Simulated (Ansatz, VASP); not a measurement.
# One calculation of BN, two programs

```xyz
2
Lattice="0.0000 3.3995 2.1067 1.2173 0.0000 2.1067 1.2173 3.3995 0.0000" Properties=species:S:1:pos:R:3 pbc="T T T"
B     1.2173    3.3995    0.0002
N     1.2173    3.3995    2.8090
```

Measurements of this composition are mostly on another form, of space group No. 194.

Alike in both runs: task single point; functional PBEsol; k mesh 10 × 10 × 10; no spin polarisation.

|  | VASP | Ansatz |
| --- | --- | --- |
| version | VASP 6.6.1 | Ansatz 0.2.0 |
| potentials or method | VASP PAW PBE potentials, release 64 (B, N) | plane waves, PAW |
| plane-wave cutoff (eV) | 520 | 500 |
| occupations | gaussian, width 0.01 eV | fixed |
| valence electrons in the cell | 8 | 8 |

|  | VASP | Ansatz | Ansatz less VASP |
| --- | --- | --- | --- |
| pressure (GPa) | 23.3 | 23.0 | -0.32 |
| largest component of the traceless stress (GPa) | 22.83 | 22.34 | -0.494 |

Caveats: so large a pressure means that the cell lies far from this level's equilibrium, or that cutoff or potentials fall short (VASP); the potentials were made for another functional, which shifts forces and pressure (VASP). A k mesh can miss the band edges.
